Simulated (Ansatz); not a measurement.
A plane-wave DFT run in Ansatz 0.2.0 (scalar-relativistic PAW potentials unless the input names others): input and command.

```yaml
crystal:
  lattice:
    - [-1.6915100431, 2.5151650373, 1.8589441358]
    - [1.6915100431, -2.5151650373, 1.8589441358]
    - [1.6915100431, 2.5151650373, -1.8589441358]
  atoms:
    - { symbol: P, position: [0.7982395679, 0.0482395679, 0.75] }
    - { symbol: P, position: [0.2017604321, 0.9517604321, 0.25] }
basis:
  ecutwfc: 420
  ecutrho_ratio: 2
kpoints:
  mp_grid: { grid: [16, 16, 16] }
hamiltonian:
  xc: pbe
  dispersion: d3bj
scf:
  occupations: { method: gaussian, width: 0.1 }
  max_iter: 100
output:
  forces: true
  eigenvalues: true
  stress: true
```

```bash
ansatz run input.yaml --threads 1 --pin off --max-ram 2560MiB --backend cpu --events-out ev --progress --plain --runs-dir out
```

Abridged log:
```
Warning: basis.ecutrho_ratio = 2 (ecutrho = 840 eV) is below the records' recommended 1680 eV
settings of this run that can trade accuracy for cost: basis.ecutrho_ratio < 4. Do not mix this run's numbers with those of runs without the same settings; the input reference describes each key
Pseudopotentials: kind: paw
Pseudopotential: P, paw, valence charge 5, recommended cutoff 420 eV (normal)
Functional definition: PBE
Crystal: 2 atoms, lattice volume = 31.635 Å³
Basis set: ecut = 420 eV, 607 PW (Γ), exchange–correlation on 40×40×40 points (8 copies of the dense FFT grid, shifted against one another)
Bands: 9, of which v1, the nominal top of the filled ones, is band 5 counted from 1 (4 counted from 0)
Symmetry: 8 space group operations
Space group: Imma (ITA 74), of the structure as read, at distance tolerance 3.2e-5 Å
k-points: 621 of 4096
Initial density: superposition of atomic densities (neutral atoms: chi_scale 0, normalization atom), corrected by the library's trained network
Initial wavefunctions: pseudopotential atomic-orbital guess
Functional: x = pbe(κ = 0.804, μ = 0.21951497), c = pbe(β = 0.06672455)
SCF iter   1: F=—  HF=-1512.136585 eV  |F-HF|=—  |Δ(HF+E_count)|=         —  Δρ=3.20e-3  dr2=2.74e-3  ethr=1.77e-3  ⟨swp⟩=6.3  Hψ=48872  notcnv=0
SCF iter   2: F=—  HF=-1512.136021 eV  |F-HF|=—  |Δ(HF+E_count)|=   5.63e-4  Δρ=1.92e-3  dr2=1.07e-3  ethr=2.74e-5  ⟨swp⟩=2.0  Hψ=12526  notcnv=0
SCF iter   3: F=—  HF=-1512.136047 eV  |F-HF|=—  |Δ(HF+E_count)|=   2.60e-5  Δρ=5.15e-4  dr2=1.20e-4  ethr=1.07e-5  ⟨swp⟩=2.1  Hψ=8739  notcnv=0
SCF iter   4: F=—  HF=-1512.136006 eV  |F-HF|=—  |Δ(HF+E_count)|=   4.15e-5  Δρ=1.48e-4  dr2=6.30e-6  ethr=1.20e-6  ⟨swp⟩=2.4  Hψ=8174  notcnv=0
SCF iter   5: F=—  HF=-1512.136001 eV  |F-HF|=—  |Δ(HF+E_count)|=   4.88e-6  Δρ=3.55e-5  dr2=5.36e-7  ethr=6.30e-8  ⟨swp⟩=2.1  Hψ=8455  notcnv=0
SCF iter   6: F=-1512.136001 eV  HF=-1512.136001 eV  |F-HF|=4.19e-8  |Δ(HF+E_count)|=   1.40e-7  Δρ=1.30e-5  dr2=6.41e-8  ethr=1.00e-9  ⟨swp⟩=7.6  Hψ=32980  notcnv=0
SCF 1 converged in 6 iterations: F = -1512.136001 eV  dr2 = 6.41e-8
SCF converged after 6 iterations
Free energy (F): -1512.136001 eV
Harris-Foulkes:  -1512.136001 eV  (|F-HF|=4.19e-8)
Internal energy: -1512.134994 eV  (E = F + TS)
E sigma→0 (E₀):  -1512.135497 eV
Entropy (-TS):   -0.001006 eV (-0.503 meV/atom)
Fermi energy:    10.247401 eV
  E_disp       = -0.893554  (pairwise vdW)
--- Forces (eV/Å), atoms counted from 1 ---
  atom   1  P      0.00000000     0.00000000    -0.00927170
  atom   2  P      0.00000000     0.00000000     0.00927170
--- Stress (GPa, compression-positive) ---
       -1.859571       0.000000       0.000000
        0.000000      -3.714522       0.000000
        0.000000       0.000000      -4.169735
  P = ⅓ Tr σ = -3.2479 GPa (-32.479 kbar)
settings of this run that can trade accuracy for cost: basis.ecutrho_ratio < 4. Do not mix this run's numbers with those of runs without the same settings; the input reference describes each key
```

One setting here is unusual or wrong in general: a density cutoff too low for products of the waves, which reach up to 4 times the waves' cutoff (basis.ecutrho_ratio: not typed → 2). For this cell it did little harm to the result: the run converged in 6 SCF iterations with an energy at zero smearing 0.35 meV/atom below the reference's, pressure -3.25 GPa, largest force 0.009 eV/Å, no gap on the mesh. A reference run on usual settings, whose relaxation ended at this geometry, converged, and the end of its own relaxation has pressure -3.26 GPa, largest force 0.010 eV/Å, no gap on the mesh (its cell was held, or driven to that pressure on purpose).

Time: 17 s on 1 thread of Intel(R) Xeon(R) Platinum 8259CL CPU @ 2.50GHz (Skylake/Cascade Lake), on a shared host, peak memory 0.56 GiB.